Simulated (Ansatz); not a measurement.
All numbers below come from DFT PBE, scalar-relativistic, plane waves, PAW in Ansatz 0.2.0. All cells share a 420 eV cutoff and Γ-centred k meshes spaced at most about 0.3 Å⁻¹ (about 0.25 or finer for metals, 2π included). No spin polarisation.

All energies are static (0 K, no zero-point motion). Both are relaxed sheets, periodic along a and b.

Compare these two cells of Re, each relaxed at this level.

A.

```cif
data_structure
_symmetry_space_group_name_H-M 'P 1'
_symmetry_Int_Tables_number 1
_cell_length_a 2.7455
_cell_length_b 2.7455
_cell_length_c 31.2251
_cell_angle_alpha 90.000
_cell_angle_beta 90.000
_cell_angle_gamma 120.000
_cell_volume 203.83
loop_
_atom_site_label
_atom_site_type_symbol
_atom_site_fract_x
_atom_site_fract_y
_atom_site_fract_z
_atom_site_occupancy
Re1 Re 0.00000 0.00000 0.25209 1
Re2 Re 0.00000 0.00000 0.32437 1
```

B.

```cif
data_structure
_symmetry_space_group_name_H-M 'P 1'
_symmetry_Int_Tables_number 1
_cell_length_a 2.7452
_cell_length_b 2.7452
_cell_length_c 28.3304
_cell_angle_alpha 90.000
_cell_angle_beta 90.000
_cell_angle_gamma 120.000
_cell_volume 184.90
loop_
_atom_site_label
_atom_site_type_symbol
_atom_site_fract_x
_atom_site_fract_y
_atom_site_fract_z
_atom_site_occupancy
Re1 Re 0.00000 0.00000 0.32223 1
Re2 Re 0.00000 0.00000 0.24254 1
```

Question: Which is lower in energy, and by how much?

Answer: They are level within the accuracy (under 1 meV/atom apart). A has layer group p6/mmm (No. 80), 3.3 Å²/atom and no gap on its mesh; B has layer group p6/mmm (No. 80), 3.3 Å²/atom and no gap. Counting all near atoms (those within 1.25 times the shortest distance at each site; a plus sign parts nearer from farther groups), A and B both have Re 1+6. Both come from invented guesses.

The k mesh leaves some 4 meV/atom of noise in the energy of each metallic cell. Spin–orbit coupling, which can matter for Re, is left out. Cells relaxed within their symmetry can be saddle points.
